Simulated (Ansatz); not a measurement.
Crystal: CrCuO2.

```xyz
4
Lattice="1.4867 0.8583 5.7000 -1.4867 0.8583 5.7000 0.0000 -1.7167 5.7000" Properties=species:S:1:pos:R:3 pbc="T T T"
Cu    0.0000    0.0000    0.0000
Cr    0.0000    0.0000    8.5500
O     0.0000    0.0000   15.2546
O     0.0000    0.0000    1.8454
```

Base run:

| Quantity | Value |
| --- | --- |
| Program | Ansatz 0.2.0 |
| Functional | PBEsol |
| Potentials or basis | all-electron LAPW, scalar-relativistic |
| Cutoff | 457 eV (chosen from the basis error) |
| Basis error allowed | 0.002 eV/atom |
| k mesh | 10 × 10 × 10 |
| Occupations | fermi-dirac, width 0.05 eV |
| Spin | collinear spin, ferromagnetic start |
| Starting moments | [0.6, 3.0, 0.0, 0.0] μB |
| Hubbard terms | Cr d U = 4 eV, Cu d U = 4 eV |

Its results: band gap on the k mesh 1.94 eV, indirect (least direct gap 2.60 eV); pressure 0.9 GPa; net moment 3.00 μB per cell; site moments Cu +0.00; Cr +2.69; O -0.04 μB; largest force 0.116 eV/Å.

Task: The run is repeated on the same cell with these changes: hubbard terms from Cr d U = 4 eV, Cu d U = 4 eV to none. What comes out?

Result: Band gap on the k mesh 0.99 eV, indirect (least direct gap 1.13 eV); pressure -3.6 GPa; net moment 3.00 μB per cell; site moments Cu +0.02; Cr +2.59; O +0.00 μB; largest force 0.067 eV/Å.

The U term pushes filled and empty states of the shell apart.

Caveats: only a ferromagnetic start was run, and an antiferromagnetic order may lie lower in energy; the density of states is complete only up to the lowest level of the last band computed; the magnetic state may not be the lowest (some runs); U is the effective U less J, on atomic orbitals that reach past the spheres (some runs).

A k mesh can miss the band edges.
